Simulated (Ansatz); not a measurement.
## SnO2 under strain

These are results of DFT PBEsol, scalar-relativistic, plane waves, PAW (Ansatz), not measurements. Settings: 420 eV cutoff, 6×6×8 k-mesh, Gaussian smearing of 0.02 eV, no spin polarisation.

Starting point, cell and atoms relaxed:

```xyz
6
Lattice="4.7684 0.0000 0.0000 0.0000 4.7684 0.0000 0.0000 0.0000 3.2124" Properties=species:S:1:pos:R:3 pbc="T T T"
Sn    2.3842    2.3842    1.6062
Sn    0.0000    0.0000    0.0000
O     0.9239    3.8446    1.6062
O     3.8446    0.9239    1.6062
O     1.4604    1.4604    0.0000
O     3.3081    3.3081    0.0000
```

Deformation: uniaxial strain along c, with the lengths of a and b and the atoms relaxed and the angles held, all within the symmetry that the strain leaves. Energies are extrapolated to zero smearing. Stress is positive in compression, on the Cartesian axes of the cell above. Gaps are Kohn–Sham gaps over the whole zone.

Strains computed: -4.5, -3.0, -1.5, +1.5, +3.0, +4.5 %.

Q: At which strain does the energy stand 20.7 meV/atom over the relaxed crystal with σxx = -0.01, σyy = -0.01, σzz = -11.80 GPa?

A: +4.5 %. The gap there is 0.62 eV against 0.92 unstrained.